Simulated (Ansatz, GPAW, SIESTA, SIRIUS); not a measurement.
# Pb: programs and potentials compared

```
Pb
1.0
     0.00000    3.43900    3.43900
     3.43900    0.00000    3.43900
     3.43900    3.43900    0.00000
Pb
2
Cartesian
  1.7195 1.7195 1.7195
  0.0000 0.0000 0.0000
```

This isn't the form of Pb at room conditions, which is fcc.

Alike in all runs: task single point; functional PBEsol; k mesh 7 × 7 × 7; occupations fermi-dirac, width 0.05 eV; no spin polarisation; no spin-orbit coupling. Pressure is positive in compression and, in plane waves, holds the error of the finite cutoff, which Ansatz's Pulay term estimates and takes out.

```tsv
program and potentials	plane-wave cutoff (eV)	notes	pressure (GPa)
Ansatz, Ansatz PAW	420	potentials made for PBE, which Ansatz adapts in part	0.45
SIRIUS, PseudoDojo 0.4.1 PBEsol standard (scalar relativistic)	765	-	0.51
SIESTA, files PseudoDojo sr-pbesol-0.4.1-standard, DZP (energy shift 0.003 Ry; two zetas on semicore shells)	-	atomic basis	0.87
GPAW, PAW data sets generated for this functional	600	-	0.13
Ansatz, all-electron LAPW, scalar-relativistic	-	-	0.46
```

The pressure spans 0.13 (GPAW, PAW data sets generated for this functional) to 0.87 GPa (SIESTA, files PseudoDojo sr-pbesol-0.4.1-standard, DZP (energy shift 0.003 Ry; two zetas on semicore shells)), with all-electron results at 0.46. Rows in atomic bases carry the error of their basis and grid, which can be large.

The functional is the same throughout but for its coding, so the spread measures potentials, basis and numerics; runs on potential files found faulty are left out.
